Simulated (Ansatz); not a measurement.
A run of Ansatz 0.2.0 is set up as follows.

input.yaml

```yaml
crystal:
  lattice:
    - [0.0, 1.9465, 1.9465]
    - [1.9465, 0.0, 1.9465]
    - [1.9465, 1.9465, 0.0]
  atoms:
    - { symbol: Pd, position: [0.0, 0.0, 0.0] }
hamiltonian:
  xc: pbesol
  pseudopotentials: { kind: paw }
kpoints:
  mp_grid: { grid: [10, 10, 10] }
scf:
  occupations: { method: fermi_dirac, width: 0.05 }
output:
  forces: true
  stress: true
elastic:
  mode: relaxed_ion
  stencil: two_point
```

Potentials or basis: Ansatz PAW.

The run is started by

```bash
$ ansatz run input.yaml --threads 2 --pin off --max-ram 5632MiB --backend cpu --events-out ev --progress --plain --runs-dir out
```

(1) Estimate the elastic constants C11, C12, C44.

(2) Predict the Voigt bulk modulus.

(3) What does it give for the pressure?

(4) Estimate the band gap on the k mesh.

## Answers

(1) 233, 168, 80 GPa.

(2) 190 GPa.

(3) -2.8 GPa.

(4) none (metal or under the smearing width).

Caveat: elastic constants of metals need much finer meshes, so these are rough; the PAW data sets come from PBE, with cores solved anew for the run's functional, which leaves a small shift of forces and pressure.
